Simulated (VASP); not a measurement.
# W: convergence, equation of state

W, Im-3m (no. 229), 1 atom in the cell. PBE; PAW potentials W_sv (PBE set). VASP 6.6.1.

Wanted: equilibrium volume within 0.05 %; bulk modulus within 0.4 %.

What the run is for: equation of state; Accuracy asked: tight.

The series start from Plane-wave cutoff (eV): 290; Smearing width (eV): 0.07; k-point mesh: 16 × 16 × 16; Volumes: 5 from 0.92 to 1.08; Precision mode (PREC): Accurate; Electronic threshold (eV): 1e-6; Aspherical gradient terms in the spheres (LASPH): yes; Start of each volume: each volume from scratch. Each series keeps the choices made before it, and each single choice may use up half of a tolerance. Times cover all steps of a run.

## Plane-wave cutoff (eV)

| Plane-wave cutoff (eV) | Equilibrium volume (Å³/atom) | Bulk modulus (GPa) | Time (s) |
|---|---|---|---|
| 180 | 16.11 | 305.1 | 16 |
| 220 | 16.16 | 301.1 | 20 |
| 260 | 16.15 | 300.7 | 21 |
| 290 | 16.15 | 301 | 20 |
| 340 | 16.15 | 301 | 33 |
| 390 | 16.15 | 301.5 | 46 |
| 470 | 16.15 | 301.6 | 58 |
| 590 (reference) | 16.15 | 301.8 | 52 |

Chosen: 390, the loosest value from which every tighter one stays within half of the tolerance.

## Smearing width (eV)

| Smearing width (eV) | Equilibrium volume (Å³/atom) | Bulk modulus (GPa) | Time (s) |
|---|---|---|---|
| 0.3 | 16.16 | 303.6 | 37 |
| 0.2 | 16.15 | 302.4 | 37 |
| 0.15 | 16.15 | 301.9 | 38 |
| 0.1 | 16.15 | 301.7 | 37 |
| 0.07 | 16.15 | 301.5 | 46 |
| 0.04 (reference) | 16.15 | 301.6 | 39 |

Chosen: 0.15.

## k-point mesh

| k-point mesh | Equilibrium volume (Å³/atom) | Bulk modulus (GPa) | Time (s) |
|---|---|---|---|
| 5 × 5 × 5 | 16.15 | 310.8 | 9.7 |
| 7 × 7 × 7 | 16.23 | 299.2 | 12 |
| 9 × 9 × 9 | 16.15 | 302.4 | 16 |
| 11 × 11 × 11 | 16.18 | 300.8 | 20 |
| 13 × 13 × 13 | 16.15 | 306.1 | 27 |
| 16 × 16 × 16 | 16.15 | 301.9 | 38 |
| 19 × 19 × 19 (reference) | 16.16 | 302.2 | 61 |

Chosen: 19 × 19 × 19; the next looser run is off by more than half of the tolerance, so convergence isn't shown beyond this value.

## Volumes

| Volumes | Equilibrium volume (Å³/atom) | Bulk modulus (GPa) | Time (s) |
|---|---|---|---|
| 5 from 0.88 to 1.12 | 16.16 | 302.5 | 59 |
| 5 from 0.92 to 1.08 | 16.16 | 302.2 | 61 |
| 7 from 0.91 to 1.09 (reference) | 16.16 | 302.4 | 78 |

Chosen: 5 from 0.88 to 1.12.

## Precision mode (PREC)

| Precision mode (PREC) | Equilibrium volume (Å³/atom) | Bulk modulus (GPa) | Time (s) |
|---|---|---|---|
| SingleN | 16.16 | 302.6 | 25 |
| Normal | 16.16 | 302.5 | 25 |
| Accurate (reference) | 16.16 | 302.5 | 59 |

Chosen: SingleN.

## Electronic threshold (eV)

| Electronic threshold (eV) | Equilibrium volume (Å³/atom) | Bulk modulus (GPa) | Time (s) |
|---|---|---|---|
| 0.001 | 16.16 | 302.6 | 20 |
| 0.0001 | 16.16 | 302.6 | 22 |
| 1e-5 | 16.16 | 302.6 | 23 |
| 1e-6 | 16.16 | 302.6 | 25 |
| 1e-7 (reference) | 16.16 | 302.6 | 28 |

Chosen: 0.001.

## Aspherical gradient terms in the spheres (LASPH)

| Aspherical gradient terms in the spheres (LASPH) | Equilibrium volume (Å³/atom) | Bulk modulus (GPa) | Time (s) |
|---|---|---|---|
| no | 16.16 | 302.6 | 19 |
| yes (reference) | 16.16 | 302.6 | 20 |

Chosen: no.

## Start of each volume

| Start of each volume | Equilibrium volume (Å³/atom) | Bulk modulus (GPa) | Time (s) |
|---|---|---|---|
| each volume from scratch | 16.16 | 302.6 | 19 |
| orbitals of the volume before (WAVECAR) | 16.16 | 302.6 | 13 |

Chosen: orbitals of the volume before (WAVECAR), the fastest of those that stay within half of the tolerance.

## All choices together

| Input | Equilibrium volume (Å³/atom) | Bulk modulus (GPa) | Time (s) |
|---|---|---|---|
| the program's defaults (naive) | 16.06 | 307.3 | 3.8 |
| chosen settings | 16.16 | 302.6 | 13 |
| reference settings throughout | 16.15 | 301.5 | 118 |

The chosen settings stay within the tolerance of the reference run, but the reference itself isn't shown to be converged in: k-point mesh.

## The input

INCAR:
```
SYSTEM = W
GGA      = PE             ! functional
ISMEAR   = 0              ! smearing method
SIGMA    = 0.15           ! smearing width, eV
LWAVE    = .True.         ! write WAVECAR
LCHARG   = .False.        ! write CHGCAR
ISIF     = 2              ! what is computed and relaxed
NSW      = 0              ! ionic steps
PREC     = SingleN        ! precision mode
LASPH    = .False.        ! aspherical terms in the spheres
LREAL    = .False.        ! projectors in reciprocal space
ALGO     = Normal         ! electronic algorithm
EDIFF    = 0.001          ! SCF threshold, eV
NELM     = 120            ! most SCF steps
GGA_COMPAT= .False.      
ENCUT    = 390            ! plane-wave cutoff, eV
```

KPOINTS:
```
Automatic mesh
0
Gamma
  19 19 19
  0 0 0
```

POSCAR.step1:
```
W
1.0
   -1.5163358507      1.5163358507      1.5163358507
    1.5163358507     -1.5163358507      1.5163358507
    1.5163358507      1.5163358507     -1.5163358507
W
1
Direct
    0.0000000000      0.0000000000      0.0000000000
```

POSCAR.step2:
```
W
1.0
   -1.5500431812      1.5500431812      1.5500431812
    1.5500431812     -1.5500431812      1.5500431812
    1.5500431812      1.5500431812     -1.5500431812
W
1
Direct
    0.0000000000      0.0000000000      0.0000000000
```

POSCAR.step3:
```
W
1.0
   -1.5823450000      1.5823450000      1.5823450000
    1.5823450000     -1.5823450000      1.5823450000
    1.5823450000      1.5823450000     -1.5823450000
W
1
Direct
    0.0000000000      0.0000000000      0.0000000000
```

POSCAR.step4:
```
W
1.0
   -1.6133792515      1.6133792515      1.6133792515
    1.6133792515     -1.6133792515      1.6133792515
    1.6133792515      1.6133792515     -1.6133792515
W
1
Direct
    0.0000000000      0.0000000000      0.0000000000
```

POSCAR.step5:
```
W
1.0
   -1.6432634159      1.6432634159      1.6432634159
    1.6432634159     -1.6432634159      1.6432634159
    1.6432634159      1.6432634159     -1.6432634159
W
1
Direct
    0.0000000000      0.0000000000      0.0000000000
```

Commands (each step's output is kept before the next begins):
```
cat potpaw_PBE.64/W_sv/POTCAR > POTCAR
cp POSCAR.step1 POSCAR
mpirun -np 1 vasp_std > vasp.out
cp POSCAR.step2 POSCAR
mpirun -np 1 vasp_std > vasp.out
cp POSCAR.step3 POSCAR
mpirun -np 1 vasp_std > vasp.out
cp POSCAR.step4 POSCAR
mpirun -np 1 vasp_std > vasp.out
cp POSCAR.step5 POSCAR
mpirun -np 1 vasp_std > vasp.out
```

The chosen input took VASP 6.6.1 13 s on 1 core (Intel Xeon Platinum 8488C (Sapphire Rapids)), a shared host.

## An input that fails: cutoff far too low

It runs to its end, but against the unchanged starting input it is off by 5.3 % in the equilibrium volume, 65 % in the bulk modulus.

Changes against the starting input:
```
(all steps)
- PREC = Accurate
- NELM = 120
- ENCUT = 290
+ PREC = Low
+ NELM = 75
+ ENCUT = 140
```
